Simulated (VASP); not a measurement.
# Ti in VASP: further runs

One slab, Ti, is run at these levels: PBE; tasks: work function.

Program: VASP 6.6.1. These are calculated values, not measurements. Logs are shortened: lines on timing, memory, paths and dates and some standing lists are left out, and cuts for length are marked.

### Step 1. Starting point

The cell holds a slab with vacuum, 6 atoms: a = 2.950 Å, b = 2.950 Å, c = 26.715 Å, α = 90.00°, β = 90.00°, γ = 120.00°.

The slab is cut from a database's or a generator's crystal, which needn't be the stable form of the element.

### Step 2. Work function, PBE (the (0 0 1) slab of Ti, cut from the database cell, not relaxed)

INCAR

```
SYSTEM = Ti
ALGO = Normal ; DIPOL = 0.5 0.5 0.500
EDIFF = 1E-7 ; ENCUT = 520
GGA = PE ; IDIPOL = 3
ISIF = 2 ; ISMEAR = 0
LASPH = .True. ; LCHARG = .True.
LDIPOL = .True. ; LELF = .True.
LREAL = .False. ; LVACPOTAV = .True.
LVHAR = .True. ; LWAVE = .False.
NELM = 100 ; PREC = Accurate
SIGMA = 0.05
```

KPOINTS

```
k-points
0
Gamma
  10 10 1
  0 0 0
```

POSCAR

```
Ti
1.0
    2.9499978604      0.0000000000      0.0000000000
   -1.4749989302      2.5547730882      0.0000000000
    0.0000000000      0.0000000000     26.7150000000
Ti
6
Direct
    0.6666666667      0.3333333334      0.2807411567
    0.3333333333      0.6666666666      0.3684446940
    0.6666666667      0.3333333334      0.4561482313
    0.3333333333      0.6666666666      0.5438517687
    0.6666666667      0.3333333334      0.6315553060
    0.3333333333      0.6666666666      0.7192588433
```

Potentials or basis: VASP PAW PBE potentials, release 64 (Ti_sv).

Command:

```console
cat potpaw_PBE.64/Ti_sv/POTCAR > POTCAR
mpirun -np 1 vasp_std > vasp.out
```

OUTCAR:

```text
SYSTEM = Ti
   EDIFF = 1E-7
   ENCUT = 520
   GGA = PE
   ISIF = 2
   ISMEAR = 0
   LASPH = .True.
   LREAL = .False.
   NELM = 100
   PREC = Accurate

 ion  position               nearest neighbor table
   1  0.667  0.333  0.281-   2 2.90   2 2.90   2 2.90
   2  0.333  0.667  0.368-   1 2.90   1 2.90   3 2.90   3 2.90   1 2.90   3 2.90
   3  0.667  0.333  0.456-   2 2.90   2 2.90   2 2.90   4 2.90   4 2.90   4 2.90
   4  0.333  0.667  0.544-   5 2.90   5 2.90   5 2.90   3 2.90   3 2.90   3 2.90
   5  0.667  0.333  0.632-   6 2.90   6 2.90   4 2.90   4 2.90   6 2.90   4 2.90
   6  0.333  0.667  0.719-   5 2.90   5 2.90   5 2.90

  LATTYP: Found a hexagonal cell.
 ALAT       =     2.9499978604
 C/A-ratio  =     9.0559387716

  Lattice vectors:

 A1 = (   2.9499978604,   0.0000000000,   0.0000000000)
 A2 = (  -1.4749989302,   2.5547730882,   0.0000000000)
 A3 = (   0.0000000000,   0.0000000000,  26.7150000000)

Analysis of symmetry for initial positions (statically):
=====================================================================
 Subroutine PRICEL returns:
 Original cell was already a primitive cell.

 Routine SETGRP: Setting up the symmetry group for a
 hexagonal supercell.

 Subroutine GETGRP returns: Found 12 space group operations
 (whereof 12 operations were pure point group operations)
 out of a pool of 24 trial point group operations.

The static configuration has the point symmetry D_3d.

Analysis of symmetry for dynamics (positions and initial velocities):
=====================================================================
 Subroutine PRICEL returns:
 Original cell was already a primitive cell.

 Routine SETGRP: Setting up the symmetry group for a
 hexagonal supercell.

 Subroutine GETGRP returns: Found 12 space group operations
 (whereof 12 operations were pure point group operations)
 out of a pool of 24 trial point group operations.

The dynamic configuration has the point symmetry D_3d.

 Subroutine INISYM returns: Found 12 space group operations
 (whereof 12 operations are pure point group operations),
 and found     1 'primitive' translations

----------------------------------------------------------------------------------------

                                     Primitive cell

  volume of cell :     201.3396

  direct lattice vectors                    reciprocal lattice vectors
     2.949997860  0.000000000  0.000000000     0.338983297  0.195712098  0.000000000
    -1.474998930  2.554773088  0.000000000     0.000000000  0.391424195  0.000000000
     0.000000000  0.000000000 26.715000000     0.000000000  0.000000000  0.037432154

  length of vectors
     2.949997860  2.949997860 26.715000000     0.391424195  0.391424195  0.037432154

  position of ions in fractional coordinates (direct lattice)
     0.666666667  0.333333333  0.280741157
     0.333333333  0.666666667  0.368444694
     0.666666667  0.333333333  0.456148231
     0.333333333  0.666666667  0.543851769
     0.666666667  0.333333333  0.631555306
     0.333333333  0.666666667  0.719258843

  ion indices of the primitive-cell ions
   primitive index   ion index
                 1           1
                 2           2
                 3           3
                 4           4
                 5           5
                 6           6

----------------------------------------------------------------------------------------

 KPOINTS: k-points

Automatic generation of k-mesh.
 Grid dimensions read from file:
 generate k-points for:   10   10    1

 Generating k-lattice:

  Cartesian coordinates                     Fractional coordinates (reciprocal lattice)
     0.033898330  0.019571210  0.000000000     0.100000000 -0.000000000  0.000000000
     0.000000000  0.039142420  0.000000000     0.000000000  0.100000000  0.000000000
     0.000000000  0.000000000  0.037432154     0.000000000  0.000000000  1.000000000

  Length of vectors
     0.039142420  0.039142420  0.037432154

  Shift w.r.t. Gamma in fractional coordinates (k-lattice)
     0.000000000  0.000000000  0.000000000

 Subroutine IBZKPT returns following result:
 ===========================================

 Found     14 irreducible k-points:

 Following reciprocal coordinates:
            Coordinates               Weight
  0.000000  0.000000  0.000000      1.000000
  0.100000  0.000000  0.000000      6.000000
  0.200000  0.000000  0.000000      6.000000
  0.300000  0.000000  0.000000      6.000000
  0.400000  0.000000  0.000000      6.000000
  0.500000  0.000000  0.000000      3.000000
  0.100000  0.100000  0.000000      6.000000
  0.200000  0.100000  0.000000     12.000000
  0.300000  0.100000  0.000000     12.000000
  0.400000  0.100000  0.000000     12.000000
  0.200000  0.200000  0.000000      6.000000
  0.300000  0.200000  0.000000     12.000000
  0.400000  0.200000  0.000000      6.000000
  0.300000  0.300000  0.000000      6.000000
   k-points           NKPTS =     14   k-points in BZ     NKDIM =     14   number of bands    NBANDS=     43
   number of dos      NEDOS =    301   number of ions     NIONS =      6
   total plane-waves  NPLWV = 115200
   dimension x,y,z NGX =    24 NGY =   24 NGZ =  200
   dimension x,y,z NGXF=    48 NGYF=   48 NGZF=  400
   ions per type =               6
   NGX,Y,Z   is equivalent  to a cutoff of  13.53, 13.53, 12.45 a.u.
   NGXF,Y,Z  is equivalent  to a cutoff of  27.05, 27.05, 24.89 a.u.
 SYSTEM =  Ti
   PREC   = accura    normal or accurate (medium, high low for compatibility)
   ISTART =      0    job   : 0-new  1-cont  2-samecut
   ICHARG =      2    charge: 1-file 2-atom 10-const
   ISPIN  =      1    spin polarized calculation?
   LNONCOLLINEAR =      F non collinear calculations
   LSORBIT =      F    spin-orbit coupling
   LASPH  =      T    aspherical Exc in radial PAW
   ENCUT  =  520.0 eV  38.22 Ry    6.18 a.u.   5.49  5.49 49.67*2*pi/ulx,y,z
   NELM   =    100;   NELMIN=  2; NELMDL= -5     # of ELM steps
   EDIFF  = 0.1E-06   stopping-criterion for ELM
   LREAL  =      F    real-space projection
   EDIFFG = 0.1E-05   stopping-criterion for IOM
   NSW    =      0    number of steps for IOM
   IBRION =     -1    ionic relax: 0-MD 1-quasi-New 2-CG
   NFREE  =      0    steps in history (QN), initial steepest desc. (CG)
   ISIF   =      2    stress and relaxation
   ISYM   =      2    0-nonsym 1-usesym 2-fastsym
   POTIM  = 0.5000    time-step for ionic-motion
   TEBEG  =    0.0;   TEEND  =   0.0 temperature during run
   PSTRESS=    0.0 pullay stress
   NELECT =      72.0000    total number of electrons
   NUPDOWN=      -1.0000    fix difference up-down
   EMIN   =  10.00;   EMAX   =-10.00  energy-range for DOS
   EFERMI =   0.00;   METHOD = LEGACY
   ISMEAR =     0;   SIGMA  =   0.05  broadening in eV -4-tet -1-fermi 0-gaus
   EFERMI_NEDOS =   21; number of points for ismear=-14 and -15
   IALGO  =     38    algorithm
   IMIX   =      4    mixing-type and parameters
     AMIX     =   0.40;   BMIX     =  1.00
     AMIX_MAG =   1.60;   BMIX_MAG =  1.00
  volume/ion in A,a.u.               =      33.56       226.45
  Fermi-wavevector in a.u.,A,eV,Ry     =   1.162008  2.195877 18.371450  1.350263
  Thomas-Fermi vector in A             =   2.298574
   LORBIT       =      0    0 simple, 1 ext, 2 COOP (PROOUT), +10 PAW based schemes
   GGA     = PE    functional components
   LHFCALC =     F    Hartree Fock is set to
   AEXX    =    0.0000 exact exchange contribution
   IVDW    =     0    specifies the selected vdW correction
   LEPSILON=     F    determine dielectric tensor
   LRPA    =     F    only Hartree local field effects (RPA)
 non-spin polarized calculation
 Gauss-broadening in eV      SIGMA  =   0.05
  energy-cutoff  :      520.00
  volume of cell :      201.34
 maximum number of plane-waves:      5535
 NGX is ok and might be reduce to    24
   NGX = 11   NGY = 11   NGZ = 99

 number of electron      72.0000002 magnetization

 dipolmoment           0.000000      0.000000      0.000000 electrons x Angstroem

 Free energy of the ion-electron system (eV)
  ---------------------------------------------------
  ext. energy  EPLUGINS =         0.00000000
  ---------------------------------------------------
  free energy    TOTEN  =       -45.03997129 eV

  energy without entropy =      -45.03161048  energy(sigma->0) =      -45.03579089

 E-fermi :   2.3328     XC(G=0):  -6.7834

 val. band max:        2.3054459552   @ k =   0.1000   0.1000   0.0000
 cond. band min:       2.3535946730   @ k =   0.1000   0.0000   0.0000
 fundamental gap:      0.0481487178
 Fermi energy:         2.3328160264

 k-point     1 :       0.0000    0.0000    0.0000
  band No.  band energies     occupation
      1     -54.6665      2.00000
      2     -54.6665      2.00000
      3     -54.5276      2.00000
      4     -54.4857      2.00000
      5     -54.4440      2.00000
      6     -54.4225      2.00000
[... 35 lines left out ...]
     42       3.1024      0.00000
     43       3.1220      0.00000

 k-point     2 :       0.1000    0.0000    0.0000
  band No.  band energies     occupation
      1     -54.6597      2.00000
      2     -54.6597      2.00000
      3     -54.5191      2.00000
      4     -54.4788      2.00000
      5     -54.4387      2.00000
      6     -54.4184      2.00000
[... 35 lines left out ...]
     42       3.1553      0.00000
     43       3.2635      0.00000

 k-point     3 :       0.2000    0.0000    0.0000
  band No.  band energies     occupation
      1     -54.6420      2.00000
      2     -54.6419      2.00000
      3     -54.4964      2.00000
      4     -54.4606      2.00000
      5     -54.4250      2.00000
      6     -54.4081      2.00000
[... 35 lines left out ...]
     42       3.2200      0.00000
     43       3.4240      0.00000

 k-point     4 :       0.3000    0.0000    0.0000
  band No.  band energies     occupation
      1     -54.6199      2.00000
      2     -54.6199      2.00000
      3     -54.4667      2.00000
      4     -54.4375      2.00000
      5     -54.4085      2.00000
      6     -54.3968      2.00000
[... 403 lines left out ...]
     42       2.9734      0.00000
     43       3.0106      0.00000

 k-point    13 :       0.4000    0.2000    0.0000
  band No.  band energies     occupation
      1     -54.5897      2.00000
      2     -54.5897      2.00000
      3     -54.4173      2.00000
      4     -54.4056      2.00000
      5     -54.3884      2.00000
      6     -54.3873      2.00000
[... 35 lines left out ...]
     42       2.9365      0.00000
     43       2.9405      0.00000

 k-point    14 :       0.3000    0.3000    0.0000
  band No.  band energies     occupation
      1     -54.5876      2.00000
      2     -54.5876      2.00000
      3     -54.4121      2.00000
      4     -54.4044      2.00000
      5     -54.3873      2.00000
      6     -54.3870      2.00000
[... 35 lines left out ...]
     42       2.6778      0.00000
     43       2.7198      0.00000

------------------------ aborting loop because EDIFF is reached ----------------------------------------

  FORCE on cell =-STRESS in cart. coord.  units (eV):
  Direction    XX          YY          ZZ          XY          YZ          ZX
  --------------------------------------------------------------------------------------
  -------------------------------------------------------------------------------------
  Total       -2.5272888     -2.5272888     -3.5733897      0.0000000      0.0000000      0.0000000
  in kB      -20.1111196    -20.1111196    -28.4355576      0.0000000      0.0000000      0.0000000
  external PRESSURE =     -22.8859322 kB  Pullay stress =       0.0000000 kB

 VOLUME and BASIS-vectors are now :
 -----------------------------------------------------------------------------
  energy-cutoff  :      520.00
  volume of cell :      201.34
      direct lattice vectors                 reciprocal lattice vectors
     2.949997860  0.000000000  0.000000000     0.338983297  0.195712098  0.000000000
    -1.474998930  2.554773088  0.000000000     0.000000000  0.391424195  0.000000000
     0.000000000  0.000000000 26.715000000     0.000000000  0.000000000  0.037432154

 POSITION                                       TOTAL-FORCE (eV/Angst)
 -----------------------------------------------------------------------------------
      1.47500      0.85159      7.50000         0.000000      0.000000      0.652883
     -0.00000      1.70318      9.84300         0.000000      0.000000     -0.612720
      1.47500      0.85159     12.18600        -0.000000     -0.000000      0.084756
     -0.00000      1.70318     14.52900         0.000000      0.000000     -0.084756
      1.47500      0.85159     16.87200        -0.000000      0.000000      0.612720
     -0.00000      1.70318     19.21500        -0.000000     -0.000000     -0.652883
 -----------------------------------------------------------------------------------
    total drift:                                0.000000      0.000000      0.000000

  FREE ENERGIE OF THE ION-ELECTRON SYSTEM (eV)
  ---------------------------------------------------
  free  energy   TOTEN  =       -45.0399712924 eV

  energy  without entropy=      -45.0316104783  energy(sigma->0) =      -45.03579089

 vacuum level on the upper side and lower side of the slab         6.743         6.743
```

Run time: 3.2 min. Hardware: 1 thread of Intel Xeon 6975P-C (Granite Rapids), shared host; peak memory 0.36 GiB.

What came out:

```yaml
Free_energy: -45.0400 eV
Largest_force: 0.653 eV/Å
Band_gap_on_the_k_mesh: none (metal or under the smearing width)
Work_function_of_the_upper_face: 4.41 eV
Work_function_of_the_lower_face: 4.41 eV
```

Forces in eV/Å, atoms in the order of the input:
```
Ti   0.000  0.000  0.653
Ti   0.000  0.000 -0.613
Ti   0.000  0.000  0.085
Ti   0.000  0.000 -0.085
Ti   0.000  0.000  0.613
Ti   0.000  0.000 -0.653
```

(Continued in part 2 of 2.)
